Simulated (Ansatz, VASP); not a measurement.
# BeS: VASP beside Ansatz

```
CELL_PARAMETERS angstrom
0.00000 2.42500 2.38863
2.42500 0.00000 2.38863
2.42500 2.42500 0.00000
ATOMIC_POSITIONS crystal
Be 0.00000 0.00000 0.00000
S 0.75000 0.75000 0.75000
```

Change from the starting cell: strain +0.000 along x and y, -0.015 along z, atoms carried along.

Alike in both runs: task single point; functional PBE; k mesh 8 × 8 × 8; occupations gaussian, width 0.05 eV; no spin polarisation.

```csv
,VASP,Ansatz
version,VASP 6.6.1,Ansatz 0.2.0
potentials or method,"VASP PAW PBE potentials, release 64 (Be, S)","scalar-relativistic, plane waves, PAW"
plane-wave cutoff (eV),520,420
valence electrons in the cell,8,8
```

Ansatz gave:

| Item | Value |
| --- | --- |
| gap on the k mesh at the Fermi level (eV) | 2.94 |
| least direct gap on the mesh (eV) | 5.58 |
| pressure (GPa) | 3.1 |
| largest component of the traceless stress (GPa) | 0.97 |

Estimate VASP's values.

gap on the k mesh at the Fermi level (eV): 2.94; least direct gap on the mesh (eV): 5.60; pressure (GPa): 3.1; largest component of the traceless stress (GPa): 0.96.

The functional is the same, so the differences come from potentials, cutoffs and numerics.

A k mesh can miss the band edges.
